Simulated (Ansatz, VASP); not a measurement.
InAs: 3 runs at one level of theory

The starting cell:

```xyz
2
Lattice="0.0000 3.0180 3.0180 3.0180 0.0000 3.0180 3.0180 3.0180 0.0000" Properties=species:S:1:pos:R:3 pbc="T T T"
In    0.0000    0.0000    0.0000
As    4.5270    4.5270    4.5270
```

Alike in all runs: task relaxation of cell and atoms; functional PBE; dispersion D3(BJ); k mesh 8 × 8 × 8; occupations fermi-dirac, width 0.05 eV; no spin polarisation; no spin-orbit coupling.

```
                        program and potentials  plane-wave cutoff (eV)                                    notes  equilibrium volume (Å³/atom)
                            Ansatz, Ansatz PAW                     420  14 valence electrons an atom on average                         28.56
Ansatz, all-electron LAPW, scalar-relativistic                       -                                        -                         28.56
          VASP, PBE PAW files As, In_d, 600 eV                     600   9 valence electrons an atom on average                         28.57
```

The equilibrium volume spans 28.56 (Ansatz, Ansatz PAW) to 28.57 Å³/atom (VASP, PBE PAW files As, In_d, 600 eV), with all-electron results at 28.56. Relaxations stop with a little pressure left, so the last digit of a volume isn't settled.

The functional is the same throughout but for its coding, so the spread measures potentials, basis and numerics; runs on potential files found faulty are left out.
